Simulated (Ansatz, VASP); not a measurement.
Os in VASP and in Ansatz

The input INCAR:

```
SYSTEM = Os
  PREC = Accurate
  ENCUT = 600
  EDIFF = 1E-7
  ISMEAR = 0
  SIGMA = 0.1
  LREAL = .False.
  LASPH = .True.
  NELM = 100
  ALGO = Normal
  ISIF = 3
  LWAVE = .False.
  LCHARG = .False.
  GGA = PE
  IVDW = 12
  IBRION = 2
  NSW = 100
  EDIFFG = -0.005
```

Contents of KPOINTS:

```
regular mesh
0
Gamma
  18 18 18
  0 0 0
```

Contents of POSCAR:

```
Os
1.0
    0.0000000000      1.9220413878      1.9220413878
    1.9220413878      0.0000000000      1.9220413878
    1.9220413878      1.9220413878      0.0000000000
Os
1
Direct
    0.0000000000      0.0000000000      0.0000000000
```

Input for Ansatz:

```yaml
crystal:
  lattice:
    - [0.0, 1.9220413878, 1.9220413878]
    - [1.9220413878, 0.0, 1.9220413878]
    - [1.9220413878, 1.9220413878, 0.0]
  atoms:
    - { symbol: Os, position: [0.0, 0.0, 0.0] }
basis:
  ecutwfc: 420
kpoints:
  mp_grid: { grid: [18, 18, 18] }
hamiltonian:
  xc: pbe
  dispersion: d3bj
scf:
  occupations: { method: gaussian, width: 0.1 }
output:
  forces: true
  stress: true
  eigenvalues: true
relax:
  adjacent_minimum: "off"
  f_tol: 0.005
  max_steps: 80
  cell: { stress_tol: 0.05 }
```

This isn't the form of Os at room conditions, which is hcp.

Alike in both runs: task relaxation of cell and atoms; functional PBE; dispersion D3(BJ); k mesh 18 × 18 × 18; occupations gaussian, width 0.1 eV; no spin polarisation.

|  | VASP | Ansatz |
| --- | --- | --- |
| version | VASP 6.6.1 | Ansatz 0.2.0 |
| potentials or method | VASP PAW PBE potentials, release 64 (Os) | scalar-relativistic, plane waves, PAW |
| plane-wave cutoff (eV) | 600 | 420 |
| valence electrons in the cell | 8 | 16 |

Ansatz gave:

```
gap on the k mesh at the Fermi level, each at its own relaxed structure (eV) : none
relaxed volume (Å³/atom)                                                     : 14.06
relaxed cell length with the largest relative difference (Å)                 : 2.709
energy change over the relaxation (meV/atom)                                 : -2
```

Question: Which values does VASP return?

Answer: gap on the k mesh at the Fermi level, each at its own relaxed structure (eV): none; relaxed volume (Å³/atom): 14.07; relaxed cell length with the largest relative difference (Å): 2.710; energy change over the relaxation (meV/atom): -2.

A gap of «none» marks a metal or a gap that the smearing closes. The two sets of potentials don't hold the same shells in valence.

Caveats: pairwise dispersion overbinds metals, which lowers pressure and volume. Spin-orbit coupling is left out, which matters for the levels of Os.
